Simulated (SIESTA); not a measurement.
Crystal: GaAs.

```xyz
2
Lattice="0.0000 2.8268 2.8268 2.8268 0.0000 2.8268 2.8268 2.8268 0.0000" Properties=species:S:1:pos:R:3 pbc="T T T"
As    4.2403    4.2403    4.2403
Ga    0.0000    0.0000    0.0000
```

Base run:

- Program: SIESTA 5.4.2
- Functional: BLYP
- Potentials or basis: PseudoDojo 0.4 standard (PBE files)
- Basis: DZP (energy shift 0.002 Ry; radii capped at 9.5 bohr)
- Grid cutoff: 800 Ry
- Energy shift: 0.002 Ry
- k mesh: 8 × 8 × 8
- Occupations: fermi-dirac, width 0.05 eV
- Spin: no spin polarisation

Its results: band gap on the k mesh 0.36 eV, direct; pressure 8.4 GPa.

Q: After a change of settings the same cell gave: band gap on the k mesh 0.52 eV, direct; pressure 2.4 GPa. Which change was it?
A. functional from BLYP to vdW-DF-cx
B. functional from BLYP to AM05; potentials or basis from PseudoDojo 0.4 standard (PBE files) to PseudoDojo 0.4 standard (PBEsol files)
C. functional from BLYP to PBE

A: B.

Caveats: semicore shells carry a single zeta, which can move pressures by several GPa and volumes by a few percent; the potentials were made for another functional, which shifts forces and pressure; the basis of atomic orbitals isn't converged, which shifts pressures, moduli and gaps.
